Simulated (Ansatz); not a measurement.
# RbBr (Fm-3m): band gap by G0W0 on PBE, part 2 of 2

Aim: the quasiparticle gap of RbBr (Fm-3m), starting from PBE.

Ansatz 0.2.0; PBE, then G0W0 on it, plane waves, PAW. Known limits of the many-body steps: finite bands, screening cutoff and k mesh; no spin-orbit coupling in G0W0.

So far. Step 2 (Bands along the symmetry lines): Over mesh and path the gap is 4.364 eV, direct, at k = Γ. Step 3 (G0W0 on the 4×4×4 mesh): Over all 8 irreducible mesh points the G0W0 gap is 6.906 eV, direct, at k = Γ. The PBE gap of this run on the mesh is 4.364 eV. The two states that bound the G0W0 gap lie that far apart at the start, so the correction of the gap is 6.906 − 4.364 = +2.542 eV. The start of this run differs from the step before in mesh (6×6×6 and 4×4×4).

The database entry behind the starting cell differs from later determinations by our own check (about 0.5 % short), so it need not match the best structure at ambient conditions.

In doubt: masses and optical values from hybrid runs of this build are listed as unsure (in some of the runs), which bears on the screening that GW takes from such a start.

### Step 4. Spin-orbit coupling in PBE

This run has two-component orbitals with spin-orbit coupling.

This step: DFT, PBE with spin-orbit coupling, plane waves, PAW; PAW set soft_1.

The input, input.yaml:

```yaml
crystal:
  lattice:
    - [0.0, 3.427, 3.427]
    - [3.427, 0.0, 3.427]
    - [3.427, 3.427, 0.0]
  atoms:
    - { symbol: Rb, position: [0.0, 0.0, 0.0] }
    - { symbol: Br, position: [0.5, 0.5, 0.5] }
kpoints:
  mp_grid: { grid: [6, 6, 6] }
  band_path:
    path:
      - [0.0, 0.0, 0.0]
      - [0.5, 0.0, 0.5]
      - [0.625, 0.25, 0.625]
      - [0.375, 0.375, 0.75]
      - [0.5, 0.5, 0.5]
      - [0.5, 0.25, 0.75]
    npoints: 1
hamiltonian:
  xc: pbe
  pseudopotentials: { kind: paw_fr, azcp: { folder: soft_1 } }
scf:
  occupations: { method: fixed }
  n_extra_bands: 8
magnetization:
  noncollinear: true
  spin_orbit: true
output:
  eigenvalues: true
```

Launch:

```bash
> ansatz run input.yaml --threads 24 --pin off --max-ram 82944MiB --backend cuda --events-out ev --progress --plain --runs-dir out --devices 1 --max-vram 78GiB
```

Numbers of over 12 decimals in the logs are rounded to 6 here.

The program printed:

```text
[...]
GPUs: using 1 of 1 available (devices: 1).
[...]
non-collinear run that drives no moment, with spin-orbit: no starting moment large enough to seed its density (crystal.atoms[].spin), no starting occupations that ask for one, no magnetisation constraint and no magnetic field, so the semilocal B_xc is pinned to zero
[...]
GPU FFT provider: cuFFT
GPU libraries: cuBLAS 13.8.1, cuFFT 12.4.0, cuSOLVER 12.3.2
[...]
Crystal: 2 atoms, lattice volume = 80.496 Å³
Basis set: ecut = 420 eV, 1591 PW (Γ)
Bands: 24, of which v1, the nominal top of the filled ones, is band 16 counted from 1 (15 counted from 0)
Symmetry: 48 space group operations + 48 with time reversal
[...]
k-points: 16 of 216
Projection manifold: j_resolved (fully-relativistic pseudo-atomic orbitals)
[...]
GPU buffer pool allocated for 46656 grid points (all kernels)
[...]
SCF iter   1: F=—  HF=-6055.484415 eV  |F-HF|=—  |Δ(HF+E_count)|=         —  Δρ=2.89e-2  dr2=1.31e0  dr2_m=0.00e0 (ungated)  ethr=3.10e-3  |M|=0.00e0 ∫|m|=0.00e0 μB  |m|>n=0.0e0 m-floor=0.0e0 τ_xc=0.0e0  β_m=0.30  ⟨swp⟩=5.8  Hψ=846  notcnv=0  defer=60
[...]
SCF iter   7: F=-6054.955838 eV  HF=-6054.955838 eV  |F-HF|=1.35e-9  |Δ(HF+E_count)|=   9.14e-8  Δρ=1.04e-6  dr2=6.85e-10  dr2_m=0.00e0 (ungated)  ethr=6.25e-10  |M|=0.00e0 ∫|m|=0.00e0 μB  |m|>n=0.0e0 m-floor=0.0e0 τ_xc=0.0e0  ⟨swp⟩=11.6  Hψ=1143  notcnv=0
SCF 1 converged in 7 iterations: F = -6054.955838 eV  dr2 = 6.85e-10
[...]
SCF converged after 7 iterations
Magnetization: |M| = 0.0000 μB,  M = (+0.0000, +0.0000, +0.0000) μB
Absolute magnetization: 0.0000 μB (∫|m|)
  site 0: m = (+0.0000, +0.0000, +0.0000) μB, |m| = 0.0000 μB  (R = 1.41 Å)
  site 1: m = (+0.0000, +0.0000, +0.0000) μB, |m| = 0.0000 μB  (R = 1.41 Å)
Free energy (F): -6054.955838 eV
[...]
Internal energy: -6054.955838 eV  (E = F + TS)
E sigma→0 (E₀):  -6054.955838 eV
Fermi energy:    1.406414 eV
[...]
--- Band table (eV; the first three rows and the last of 16) ---
  k-point 0: bands = [... 12 lower, 1.4064, 1.4064, 1.4064, 1.4064, 5.6098, 5.6098, 8.5230, 8.5230, ... 4 higher]
  k-point 1: bands = [... 12 lower, 1.1807, 1.1807, 1.3068, 1.3068, 6.2503, 6.2503, 8.3934, 8.3934, ... 4 higher]
  k-point 2: bands = [... 12 lower, 0.9035, 0.9035, 1.1213, 1.1213, 7.4964, 7.4964, 8.5492, 8.5492, ... 4 higher]
  k-point 15: bands = [... 12 lower, 0.9573, 0.9573, 1.0803, 1.0803, 7.5565, 7.5565, 9.1118, 9.1118, ... 4 higher]
```

Run time: 1.1 s. Hardware: 1 × NVIDIA GB200 (shared by 2 runs) with 24 threads of Arm Neoverse V2, shared host; peak memory 1 GiB.

Numbers from this step:

| Quantity | Value |
| --- | --- |
| gap | 4.203 eV |
| valence top at | Γ |
| conduction bottom at | Γ |
| least direct gap | 4.203 eV |

Over mesh and listed points the gap is 4.203 eV, direct, at k = Γ. PBE+SOC against PBE: 4.203 − 4.364 = −0.161 eV, with the same mesh, set of files (read in its fully relativistic form for the spin-orbit run) and cutoff, and both edges at the same k points. The spin-orbit run sees mesh and listed points alone, so its gap is an upper bound: the coupling can move an edge off these points, and the change over the zone, its sign included where it is small, is not known.

### Step 5. The runs together

Each gap is the least one over the points named; times are wall times on shared hosts, not benchmarks. A G0W0 time includes the run's own self-consistent start. Runs with listed points see these and the mesh alone, so an edge that moves elsewhere is missed. Rows marked * are further runs, not shown as steps, whose inputs differ from the G0W0 step on the same start in the columns given; solver thresholds can differ too.

```
    level   mesh       files, cutoff    bands summed, screening                         points  gap (eV)  valence top  conduction bottom  least direct gap (eV)   time
      PBE  6×6×6  soft_1 PAW, 420 eV                          -                  mesh and path     4.364            Γ                  Γ                  4.364  1.4 s
  PBE+SOC  6×6×6  soft_1 PAW, 420 eV                          -         mesh and listed points     4.203            Γ                  Γ                  4.203  1.1 s
G0W0@PBE*  4×4×4  soft_1 PAW, 420 eV                  92, 60 eV  all 8 irreducible mesh points     6.539            Γ                  Γ                  6.539  1.8 s
G0W0@PBE*  4×4×4  soft_1 PAW, 420 eV                248, 120 eV  all 8 irreducible mesh points     6.789            Γ                  Γ                  6.789    2 s
 G0W0@PBE  4×4×4  soft_1 PAW, 420 eV                524, 200 eV  all 8 irreducible mesh points     6.906            Γ                  Γ                  6.906  4.9 s
G0W0@PBE*  4×4×4  soft_1 PAW, 420 eV  248, 120 eV, plasmon pole  all 8 irreducible mesh points     6.788            Γ                  Γ                  6.788  2.7 s
```

### Step 6. What came out

* PBE gap over mesh and path: 4.364 eV, direct, at k = Γ
* G0W0@PBE gap over all 8 irreducible mesh points: 6.906 eV, direct, at k = Γ
* PBE+SOC gap over mesh and listed points: 4.203 eV
* GW settings: 4×4×4 mesh, 516 empty bands, screening to 200 eV, PAW set soft_1 files
* known limits: finite bands, screening cutoff and k mesh; no spin-orbit coupling in G0W0

Over all 8 irreducible mesh points the G0W0 gap is 6.906 eV, direct, at k = Γ. The PBE gap of this run on the mesh is 4.364 eV. The two states that bound the G0W0 gap lie that far apart at the start, so the correction of the gap is 6.906 − 4.364 = +2.542 eV. The valence state moves by −0.786 − 1.246 = −2.032 eV and the conduction state by 6.119 − 5.611 = +0.508 eV, on the run's own scale; with 92 bands the edge states move by −1.544 and +0.630 eV, so the split between the edges depends on the bands and cutoff. Both edges that PBE shows over mesh and path lie at k points where levels were corrected. Levels at other points were not corrected, so a lower G0W0 gap elsewhere in the zone is not ruled out. From 92 bands and 60 eV to 524 bands and 200 eV the gap moves by 6.906 − 6.539 = +0.367 eV (rung by rung 6.539, 6.789, 6.906 eV); bands and screening cutoff rise together, so their parts are not told apart. A line in one over the bands through the two highest rungs gives 6.906 + (6.906 − 6.789) × 248 / (524 − 248) = 7.011 eV, and through the pair below 6.789 + (6.789 − 6.539) × 92 / (248 − 92) = 6.936 eV. The two differ by 0.075 eV, not under the 0.030 eV asked, so the law does not hold well over these rungs and the limit is not known. With the plasmon pole model in place of the contour deformation model and all else as in the G0W0@PBE row with 248 bands, the gap differs by 6.788 − 6.789 = −0.001 eV. G0W0 on other starts in this series, not shown as steps and not all at these settings: 7.324 eV on HSE06 (4×4×4, soft_1 PAW, 248 bands, 120 eV) and 7.540 eV on PBE0 (4×4×4, soft_1 PAW, 248 bands, 120 eV). PBE+SOC against PBE: 4.203 − 4.364 = −0.161 eV, with the same mesh, set of files (read in its fully relativistic form for the spin-orbit run) and cutoff, and both edges at the same k points. The spin-orbit run sees mesh and listed points alone, so its gap is an upper bound: the coupling can move an edge off these points, and the change over the zone, its sign included where it is small, is not known. What spin-orbit coupling does to the G0W0 levels was not computed, so no sum with the G0W0 gap is formed. The G0W0 runs are scalar-relativistic. No pair of G0W0 runs that differ in the mesh alone is shown (4×4×4 is a supercell whose nearest images lie 19 Å apart), so the error from the mesh is not known here. G0W0@PBE runs of this series with other atomic data on the same mesh, not shown as steps, give 6.806 eV (hard PAW, 680 eV, 253 bands, screening to 120 eV; the table's row with the same empty bands and screening cutoff has 6.789 eV); where bands and cutoffs differ too, the part of the files is not isolated.

[Paths, hosts, dates, memory and timing lines, banners, echoed tables and standing remarks are left out of the program output.]

[Logs are printed without paths, hosts, clocks, repeated set-up lines and the standing remarks that a program may print on its own settings, such as how far it seeks lower states.]

[Runs of the session that timed out or met a known fault of the program may be left out.]

[Cells called generated may have been cut or substituted from an entry of the Crystallography Open Database or the Materials Project.]

[Hosts, paths, dates, database ids (printed as entryN), source tags and the programs' standing remarks are cut or masked in the printed files.]

[Where an RPA ε∞ is given, it is that of the G0W0 mesh and is not shown converged in it. Names of k-points follow the symmetry that the program found, which can be lower than the space group named. Band edges on a path are those of the sampled points; other points can move an edge, and change direct to indirect where valleys lie close.]

[Hybrid gaps are those of their k-mesh and are not shown converged in it.]
